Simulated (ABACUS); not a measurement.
Crystal: P.

```xyz
4
Lattice="1.6477 -5.4650 0.0000 1.6477 5.4650 0.0000 0.0000 0.0000 4.5436" Properties=species:S:1:pos:R:3 pbc="T T T"
P     1.6477   -4.4173    2.6754
P     1.6477    4.4173    1.8683
P     1.6477   -1.0477    0.4035
P     1.6477    1.0477    4.1401
```

```yaml
Program: ABACUS 3.10.1
Task: single point
Functional: PBE
Potentials_or_basis: PseudoDojo NC SR 0.4.1 PBE standard
Cutoff: 599 eV
Density_cutoff: 2395 eV
Basis: plane waves
k_mesh: 8 × 8 × 6
Occupations: fermi-dirac, width 0.05 eV
Spin: no spin polarisation
```

On this cell: pressure 2.1 GPa; largest force 0.352 eV/Å; band gap on the k mesh 0.09 eV, direct.

The same run follows on a disturbed copy (atoms moved at random, drawn with an rms of 0.05 Å):

```
P
1.0
     1.64774   -5.46504    0.00000
     1.64774    5.46504    0.00000
     0.00000    0.00000    4.54364
P
4
Direct
  0.91262 0.10718 0.59324
  0.09423 0.90635 0.41410
  0.59181 0.40672 0.09350
  0.40068 0.58277 0.90595
```

Task: What does the disturbed cell give?

Result: The energy moves by +25.0 meV/atom; pressure 4.0 GPa; largest force 1.489 eV/Å; band gap on the k mesh 0.30 eV, direct.

Forces on the atoms (eV/Å):
```
P   -0.749  0.048 -0.733
P   -0.027 -0.076  0.211
P    0.037 -0.978 -0.291
P    0.739  1.005  0.813
```

Stress tensor (GPa, compression positive):
```
 2.93 -0.13  1.75
-0.13  4.70  0.13
 1.75  0.13  4.41
```

A k mesh can miss the band edges.
